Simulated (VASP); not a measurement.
A run of VASP 6.6.1 is set up as follows.

File INCAR:

```
SYSTEM = Ca
PREC     = Accurate       ! precision mode
ENCUT    = 520            ! plane-wave cutoff, eV
EDIFF    = 1E-6           ! SCF threshold, eV
ISMEAR   = -1             ! smearing method
SIGMA    = 0.1            ! smearing width, eV
LREAL    = .FALSE.        ! projectors in reciprocal space
LASPH    = .TRUE.         ! aspherical terms in the spheres
NELM     = 100            ! most SCF steps
ALGO     = Fast           ! electronic algorithm
ISIF     = 2              ! what is computed and relaxed
LWAVE    = .FALSE.        ! write WAVECAR
LCHARG   = .FALSE.        ! write CHGCAR
LDIPOL   = .TRUE.       
IDIPOL   = 3            
DIPOL    = 0.5 0.5 0.500
GGA      = PS             ! functional
NBANDS   = 33             ! bands
```

File KPOINTS:

```
regular mesh
0
G
  11 11 1
  0 0 0
```

File POSCAR:

```
Ca
1.0
    3.8579598800      0.0000000000      0.0000000000
   -1.9289799400      3.3410912629      0.0000000000
    0.0000000000      0.0000000000     32.6000000000
Ca
5
Direct
    0.8333333333      0.1666666667      0.3092479501
    0.1666666667      0.8333333333      0.4034120216
    0.5000000000      0.5000000000      0.4999999380
    0.8333333333      0.1666666667      0.5965879476
    0.1666666667      0.8333333333      0.6907521427
```

Potentials or basis: VASP PAW PBE potentials, release 64 (Ca_sv).

The run is started by

```sh
$ cat potpaw_PBE.64/Ca_sv/POTCAR > POTCAR
$ mpirun -np 1 vasp_std > vasp.out
```

**Question.** Estimate the band gap on the k mesh.

**Answer.** None (metal or under the smearing width).

**Question.** Estimate the largest force.

**Answer.** 0.006 eV/Å.

Forces on the atoms (eV/Å):
```
Ca   0.000  0.000 -0.006
Ca   0.000  0.000  0.003
Ca   0.000  0.000  0.000
Ca   0.000  0.000 -0.003
Ca   0.000  0.000  0.006
```

Caveat: the PAW data sets were made with another functional, which shifts forces and pressure a little.
